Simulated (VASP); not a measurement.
# HfB2 (P6/mmm) in VASP: a series of runs

Runs on HfB2. Level: PBEsol. Tasks: equation of state.

Program: VASP 6.6.1. These are calculated values, not measurements. Logs are shortened: lines on timing, memory, paths and dates and some standing lists are left out, and cuts for length are marked.

### 1 Starting point

Symmetry: P6/mmm, No. 191, hexagonal system. Conventional cell: a = 3.129 Å, b = 3.129 Å, c = 3.443 Å, α = 90.00°, β = 90.00°, γ = 120.00°. Hf (site symmetry 6/mmm) is surrounded by 12 B at 2.50 Å. B (site symmetry -6m2) has 3 B at 1.81 Å as nearest neighbours.

### 2 Equation of state, PBEsol, 9.34 Å³/atom (a relaxed cell with its volume scaled by 0.96)

INCAR reads:

```
ALGO     = Normal         # electronic algorithm
EDIFF    = 1E-7           # SCF threshold, eV
ENCUT    = 520            # plane-wave cutoff, eV
GGA      = PS             # functional
ISIF     = 2              # what is computed and relaxed
ISMEAR   = -1             # smearing method
LASPH    = T              # aspherical terms in the spheres
LCHARG   = F              # write CHGCAR
LREAL    = F              # projectors in reciprocal space
LWAVE    = F              # write WAVECAR
NELM     = 100            # most SCF steps
PREC     = Accurate       # precision mode
SIGMA    = 0.05           # smearing width, eV
```

KPOINTS reads:

```
k-points
0
Gamma
  8 8 8
```

POSCAR reads:

```
HfB2                                    
1.0
    3.0863826407      0.0000000000      0.0000000000
   -1.5431913204      2.6728857727      0.0000000000
    0.0000000000     -0.0000000000      3.3960606272
  Hf              B             
     1     2
Direct
     1.0000000000000000    1.0000000000000000    0.0000000000000000
     0.6666666667000030    0.3333333332999970    0.5000000000000000
     0.3333333332999970    0.6666666667000030    0.5000000000000000
```

Potentials or basis: VASP PAW PBE potentials, release 64 (Hf_pv, B).

Run with:

```bash
> cat potpaw_PBE.64/Hf_pv/POTCAR potpaw_PBE.64/B/POTCAR > POTCAR
> mpirun -np 1 vasp_std > vasp.out
```

OUTCAR:

```text
EDIFF = 1E-7
   ENCUT = 520
   GGA = PS
   ISIF = 2
   ISMEAR = -1
   LASPH = T
   LREAL = F
   NELM = 100
   PREC = Accurate

 ion  position               nearest neighbor table
   1  0.000  0.000  0.000-   2 2.46   3 2.46   2 2.46   3 2.46   2 2.46   2 2.46   3 2.46   3 2.46
                             2 2.46   2 2.46   3 2.46   3 2.46
   2  0.667  0.333  0.500-   3 1.78   3 1.78   3 1.78   1 2.46   1 2.46   1 2.46   1 2.46   1 2.46
                             1 2.46
   3  0.333  0.667  0.500-   2 1.78   2 1.78   2 1.78   1 2.46   1 2.46   1 2.46   1 2.46   1 2.46
                             1 2.46

  LATTYP: Found a hexagonal cell.
 ALAT       =     3.0863826407
 C/A-ratio  =     1.1003368741

  Lattice vectors:

 A1 = (   3.0863826407,   0.0000000000,   0.0000000000)
 A2 = (  -1.5431913204,   2.6728857727,   0.0000000000)
 A3 = (   0.0000000000,   0.0000000000,   3.3960606272)

Analysis of symmetry for initial positions (statically):
=====================================================================
 Subroutine PRICEL returns:
 Original cell was already a primitive cell.

 Routine SETGRP: Setting up the symmetry group for a
 hexagonal supercell.

 Subroutine GETGRP returns: Found 24 space group operations
 (whereof 24 operations were pure point group operations)
 out of a pool of 24 trial point group operations.

The static configuration has the point symmetry D_6h.

Analysis of symmetry for dynamics (positions and initial velocities):
=====================================================================
 Subroutine PRICEL returns:
 Original cell was already a primitive cell.

 Routine SETGRP: Setting up the symmetry group for a
 hexagonal supercell.

 Subroutine GETGRP returns: Found 24 space group operations
 (whereof 24 operations were pure point group operations)
 out of a pool of 24 trial point group operations.

The dynamic configuration has the point symmetry D_6h.

 Subroutine INISYM returns: Found 24 space group operations
 (whereof 24 operations are pure point group operations),
 and found     1 'primitive' translations

----------------------------------------------------------------------------------------

                                     Primitive cell

  volume of cell :      28.0160

  direct lattice vectors                    reciprocal lattice vectors
     3.086382641  0.000000000  0.000000000     0.324003896  0.187063737  0.000000000
    -1.543191320  2.672885773  0.000000000     0.000000000  0.374127473  0.000000000
     0.000000000  0.000000000  3.396060627     0.000000000  0.000000000  0.294458819

  length of vectors
     3.086382641  3.086382641  3.396060627     0.374127473  0.374127473  0.294458819

  position of ions in fractional coordinates (direct lattice)
     0.000000000  0.000000000  0.000000000
     0.666666667  0.333333333  0.500000000
     0.333333333  0.666666667  0.500000000

  ion indices of the primitive-cell ions
   primitive index   ion index
                 1           1
                 2           2
                 3           3

----------------------------------------------------------------------------------------

 KPOINTS: k-points

Automatic generation of k-mesh.
 Grid dimensions read from file:
 generate k-points for:    8    8    8

 Generating k-lattice:

  Cartesian coordinates                     Fractional coordinates (reciprocal lattice)
     0.040500487  0.023382967  0.000000000     0.125000000 -0.000000000  0.000000000
     0.000000000  0.046765934  0.000000000     0.000000000  0.125000000  0.000000000
     0.000000000  0.000000000  0.036807352     0.000000000  0.000000000  0.125000000

  Length of vectors
     0.046765934  0.046765934  0.036807352

  Shift w.r.t. Gamma in fractional coordinates (k-lattice)
     0.000000000  0.000000000  0.000000000

 Subroutine IBZKPT returns following result:
 ===========================================

 Found     50 irreducible k-points:

 Following reciprocal coordinates:
            Coordinates               Weight
  0.000000  0.000000  0.000000      1.000000
  0.125000  0.000000  0.000000      6.000000
  0.250000  0.000000  0.000000      6.000000
  0.375000  0.000000  0.000000      6.000000
  0.500000  0.000000  0.000000      3.000000
  0.125000  0.125000  0.000000      6.000000
[... 16 lines left out ...]
  0.250000  0.000000  0.250000     12.000000
  0.375000  0.000000  0.250000     12.000000
 [... further k-points ...]
   k-points           NKPTS =     50   k-points in BZ     NKDIM =     50   number of bands    NBANDS=     12
   number of dos      NEDOS =    301   number of ions     NIONS =      3
   total plane-waves  NPLWV =  16128
   dimension x,y,z NGX =    24 NGY =   24 NGZ =   28
   dimension x,y,z NGXF=    48 NGYF=   48 NGZF=   56
   ions per type =               1   2
   NGX,Y,Z   is equivalent  to a cutoff of  12.93, 12.93, 13.71 a.u.
   NGXF,Y,Z  is equivalent  to a cutoff of  25.85, 25.85, 27.41 a.u.
 SYSTEM =  unknown system
   PREC   = accura    normal or accurate (medium, high low for compatibility)
   ISTART =      0    job   : 0-new  1-cont  2-samecut
   ICHARG =      2    charge: 1-file 2-atom 10-const
   ISPIN  =      1    spin polarized calculation?
   LNONCOLLINEAR =      F non collinear calculations
   LSORBIT =      F    spin-orbit coupling
   LASPH  =      T    aspherical Exc in radial PAW
   ENCUT  =  520.0 eV  38.22 Ry    6.18 a.u.   5.74  5.74  6.31*2*pi/ulx,y,z
   NELM   =    100;   NELMIN=  2; NELMDL= -5     # of ELM steps
   EDIFF  = 0.1E-06   stopping-criterion for ELM
   LREAL  =      F    real-space projection
   EDIFFG = 0.1E-05   stopping-criterion for IOM
   NSW    =      0    number of steps for IOM
   IBRION =     -1    ionic relax: 0-MD 1-quasi-New 2-CG
   NFREE  =      0    steps in history (QN), initial steepest desc. (CG)
   ISIF   =      2    stress and relaxation
   ISYM   =      2    0-nonsym 1-usesym 2-fastsym
   POTIM  = 0.5000    time-step for ionic-motion
   TEBEG  =    0.0;   TEEND  =   0.0 temperature during run
   PSTRESS=    0.0 pullay stress
   NELECT =      16.0000    total number of electrons
   NUPDOWN=      -1.0000    fix difference up-down
   EMIN   =  10.00;   EMAX   =-10.00  energy-range for DOS
   EFERMI =   0.00;   METHOD = LEGACY
   ISMEAR =    -1;   SIGMA  =   0.05  broadening in eV -4-tet -1-fermi 0-gaus
   EFERMI_NEDOS =   21; number of points for ismear=-14 and -15
   IALGO  =     38    algorithm
   IMIX   =      4    mixing-type and parameters
     AMIX     =   0.40;   BMIX     =  1.00
     AMIX_MAG =   1.60;   BMIX_MAG =  1.00
  volume/ion in A,a.u.               =       9.34        63.02
  Fermi-wavevector in a.u.,A,eV,Ry     =   1.358250  2.566720 25.100603  1.844842
  Thomas-Fermi vector in A             =   2.485099
   LORBIT       =      0    0 simple, 1 ext, 2 COOP (PROOUT), +10 PAW based schemes
   GGA     = PS    functional components
   LHFCALC =     F    Hartree Fock is set to
   AEXX    =    0.0000 exact exchange contribution
   IVDW    =     0    specifies the selected vdW correction
   LEPSILON=     F    determine dielectric tensor
   LRPA    =     F    only Hartree local field effects (RPA)
 non-spin polarized calculation
  energy-cutoff  :      520.00
  volume of cell :       28.02
 maximum number of plane-waves:       769
 NGX is ok and might be reduce to    24
   NGX = 11   NGY = 11   NGZ = 13

 number of electron      16.0000001 magnetization

 Free energy of the ion-electron system (eV)
  ---------------------------------------------------
  ext. energy  EPLUGINS =         0.00000000
  ---------------------------------------------------
  free energy    TOTEN  =       -27.82044001 eV

  energy without entropy =      -27.81802214  energy(sigma->0) =      -27.81923108

 E-fermi :   7.9847     XC(G=0): -12.9599

 val. band max:        7.8531586835   @ k =   0.1250   0.0000   0.3750
 cond. band min:       7.9863151544   @ k =   0.1250   0.1250   0.2500
 fundamental gap:      0.1331564710
 Fermi energy:         7.9846653251

 k-point     1 :       0.0000    0.0000    0.0000
  band No.  band energies     occupation
      1     -22.3611      2.00000
      2     -21.7775      2.00000
      3     -21.7775      2.00000
      4      -6.0346      2.00000
      5       4.8596      2.00000
      6       4.9520      2.00000
      7       4.9520      2.00000
      8       5.3617      2.00000
      9      12.3122      0.00000
     10      12.3122      0.00000
     11      13.0794      0.00000
     12      13.0821      0.00000

 k-point     2 :       0.1250    0.0000    0.0000
  band No.  band energies     occupation
      1     -22.3371      2.00000
      2     -21.9234      2.00000
      3     -21.8095      2.00000
      4      -5.6791      2.00000
      5       4.0782      2.00000
      6       4.9508      2.00000
      7       5.0318      2.00000
      8       5.1892      2.00000
      9      11.1776      0.00000
     10      12.0251      0.00000
     11      12.0670      0.00000
     12      12.6785      0.00000

 k-point     3 :       0.2500    0.0000    0.0000
  band No.  band energies     occupation
      1     -22.2787      2.00000
      2     -22.2600      2.00000
      3     -21.8858      2.00000
      4      -4.7061      2.00000
      5       2.3068      2.00000
      6       4.3967      2.00000
      7       4.8408      2.00000
      8       5.6127      2.00000
      9      10.2869      0.00000
     10      11.5413      0.00000
     11      12.0115      0.00000
     12      12.1850      0.00000
[... 286 lines left out ...]
 k-point    23 :       0.2500    0.0000    0.2500
  band No.  band energies     occupation
      1     -22.4542      2.00000
      2     -22.2356      2.00000
      3     -21.8688      2.00000
      4      -3.9472      2.00000
      5       1.8870      2.00000
      6       3.3718      2.00000
      7       4.4152      2.00000
      8       6.2625      2.00000
      9       9.5995      0.00000
     10      10.4877      0.00000
     11      13.6655      0.00000
     12      13.8675      0.00000

 k-point    24 :       0.3750    0.0000    0.2500
  band No.  band energies     occupation
      1     -22.5496      2.00000
      2     -22.3826      2.00000
      3     -21.9418      2.00000
      4      -2.8887      2.00000
      5       0.1948      2.00000
      6       3.7663      2.00000
      7       4.0654      2.00000
      8       5.1995      2.00000
      9       9.8131      0.00000
     10      12.0918      0.00000
     11      13.6054      0.00000
     12      14.4214      0.00000

 [... further k-points ...]

------------------------ aborting loop because EDIFF is reached ----------------------------------------

  FORCE on cell =-STRESS in cart. coord.  units (eV):
  Direction    XX          YY          ZZ          XY          YZ          ZX
  --------------------------------------------------------------------------------------
  -------------------------------------------------------------------------------------
  Total        2.1227770      2.1227770      1.9340706     -0.0000000     -0.0000000     -0.0000000
  in kB      121.3973892    121.3973893    110.6056484     -0.0000000     -0.0000000     -0.0000000
  external PRESSURE =     117.8001423 kB  Pullay stress =       0.0000000 kB

 VOLUME and BASIS-vectors are now :
 -----------------------------------------------------------------------------
  energy-cutoff  :      520.00
  volume of cell :       28.02
      direct lattice vectors                 reciprocal lattice vectors
     3.086382641  0.000000000  0.000000000     0.324003896  0.187063737  0.000000000
    -1.543191320  2.672885773  0.000000000     0.000000000  0.374127473  0.000000000
     0.000000000  0.000000000  3.396060627     0.000000000  0.000000000  0.294458819

 POSITION                                       TOTAL-FORCE (eV/Angst)
 -----------------------------------------------------------------------------------
      0.00000      0.00000      0.00000        -0.000000      0.000000     -0.000000
      1.54319      0.89096      1.69803        -0.000000     -0.000000      0.000000
     -0.00000      1.78192      1.69803         0.000000      0.000000     -0.000000
 -----------------------------------------------------------------------------------
    total drift:                               -0.000000      0.000000      0.000000

  FREE ENERGIE OF THE ION-ELECTRON SYSTEM (eV)
  ---------------------------------------------------
  free  energy   TOTEN  =       -27.8204400113 eV

  energy  without entropy=      -27.8180221387  energy(sigma->0) =      -27.81923108
```

Wall time 13 s (1 thread of AMD EPYC 7R13 (Zen 3), shared host); peak memory 0.12 GiB.

What came out:

| Quantity | Value |
| --- | --- |
| Free energy | -27.8204 eV |
| Pressure | 11.8 GPa |
| Band gap on the k mesh | none (metal or under the smearing width) |

Caveat: the PAW data sets were made with another functional, which shifts forces and pressure a little.

### 3 Equation of state, PBEsol, 9.53 Å³/atom (a relaxed cell with its volume scaled by 0.98)

INCAR is that of step 2.

KPOINTS is that of step 2.

POSCAR reads:

```
HfB2                                    
1.0
    3.1076687109      0.0000000000      0.0000000000
   -1.5538343555      2.6913200502      0.0000000000
    0.0000000000     -0.0000000000      3.4194824751
  Hf              B             
     1     2
Direct
     1.0000000000000000    1.0000000000000000    0.0000000000000000
     0.6666666667000030    0.3333333332999970    0.5000000000000000
     0.3333333332999970    0.6666666667000030    0.5000000000000000
```

Potentials or basis: VASP PAW PBE potentials, release 64 (Hf_pv, B).

Run with:

```bash
> cat potpaw_PBE.64/Hf_pv/POTCAR potpaw_PBE.64/B/POTCAR > POTCAR
> mpirun -np 1 vasp_std > vasp.out
```

Wall time 12 s (1 thread of AMD EPYC 7R13 (Zen 3), shared host); peak memory 0.12 GiB.

It converged, with:

* Free energy: -27.8522 eV
* Pressure: 5.6 GPa
* Band gap on the k mesh: none (metal or under the smearing width)

Caveat: the PAW data sets were made with another functional, which shifts forces and pressure a little.

### 4 Equation of state, PBEsol, 9.73 Å³/atom

INCAR is that of step 3.

KPOINTS is that of step 3.

POSCAR reads:

```
HfB2                                    
1.0
    3.1286671094      0.0000000000      0.0000000000
   -1.5643335547      2.7095051968      0.0000000000
    0.0000000000     -0.0000000000      3.4425877873
  Hf              B             
     1     2
Direct
     1.0000000000000000    1.0000000000000000    0.0000000000000000
     0.6666666667000030    0.3333333332999970    0.5000000000000000
     0.3333333332999970    0.6666666667000030    0.5000000000000000
```

Run with:

```bash
> cat potpaw_PBE.64/Hf_pv/POTCAR potpaw_PBE.64/B/POTCAR > POTCAR
> mpirun -np 1 vasp_std > vasp.out
```

It took 12 s on 1 thread of AMD EPYC 7R13 (Zen 3), shared host; peak memory 0.12 GiB.

It converged, with:

- Free energy: -27.8626 eV
- Pressure: 0.0 GPa
- Band gap on the k mesh: none (metal or under the smearing width)

Caveat: the PAW data sets were made with another functional, which shifts forces and pressure a little.

### 5 Equation of state, PBEsol, 9.92 Å³/atom (a relaxed cell with its volume scaled by 1.02)

INCAR is that of step 4.

KPOINTS is that of step 4.

POSCAR reads:

```
HfB2                                    
1.0
    3.1493873630      0.0000000000      0.0000000000
   -1.5746936815      2.7274494627      0.0000000000
    0.0000000000     -0.0000000000      3.4653870463
  Hf              B             
     1     2
Direct
     1.0000000000000000    1.0000000000000000    0.0000000000000000
     0.6666666667000030    0.3333333332999970    0.5000000000000000
     0.3333333332999970    0.6666666667000030    0.5000000000000000
```

Run with:

```bash
> cat potpaw_PBE.64/Hf_pv/POTCAR potpaw_PBE.64/B/POTCAR > POTCAR
> mpirun -np 1 vasp_std > vasp.out
```

It took 14 s on 1 thread of AMD EPYC 7R13 (Zen 3), shared host; peak memory 0.12 GiB.

Results (log left out):

```yaml
Free_energy: -27.8535 eV
Pressure: -5.1 GPa
Band_gap_on_the_k_mesh: none (metal or under the smearing width)
```

Caveat: the PAW data sets were made with another functional, which shifts forces and pressure a little.

### 6 Equation of state, PBEsol, 10.12 Å³/atom (a relaxed cell with its volume scaled by 1.04)

INCAR is that of step 5.

KPOINTS is that of step 5.

POSCAR reads:

```
HfB2                                    
1.0
    3.1698385033      0.0000000000      0.0000000000
   -1.5849192517      2.7451606698      0.0000000000
    0.0000000000     -0.0000000000      3.4878901902
  Hf              B             
     1     2
Direct
     1.0000000000000000    1.0000000000000000    0.0000000000000000
     0.6666666667000030    0.3333333332999970    0.5000000000000000
     0.3333333332999970    0.6666666667000030    0.5000000000000000
```

Potentials or basis: VASP PAW PBE potentials, release 64 (Hf_pv, B).

Run with:

```bash
> cat potpaw_PBE.64/Hf_pv/POTCAR potpaw_PBE.64/B/POTCAR > POTCAR
> mpirun -np 1 vasp_std > vasp.out
```

Run time: 13 s. Hardware: 1 thread of AMD EPYC 7R13 (Zen 3), shared host; peak memory 0.12 GiB.

The run converged. Its results:

```
Free energy            : -27.8268 eV
Pressure               : -9.7 GPa
Band gap on the k mesh : none (metal or under the smearing width)
```

Caveat: the PAW data sets were made with another functional, which shifts forces and pressure a little.

### 7 Equation of state, PBEsol

Potentials or basis: VASP PAW PBE potentials, release 64 (Hf_pv, B).

No new run: the results of the series are fitted here.

What came out:

| Quantity | Value |
| --- | --- |
| Equilibrium volume | 9.73 Å³/atom |
| Bulk modulus at fixed shape and positions | 266 GPa |
| Pressure derivative of the bulk modulus | 3.9 (rough: it moves with the points fitted) |

Energy against volume, from the lowest point:
```
volume (Å³/atom)  energy (meV/atom)
           9.339              14.05
           9.533               3.45
           9.728               0.00
           9.922               3.03
          10.117              11.94
```

Caveat: the cell was scaled at fixed shape and fractional positions, which overstates the stiffness of a crystal with free parameters, most of all of layers and chains; the PAW data sets were made with another functional, which shifts forces and pressure a little. Spin-orbit coupling is left out, which matters for the levels of Hf.
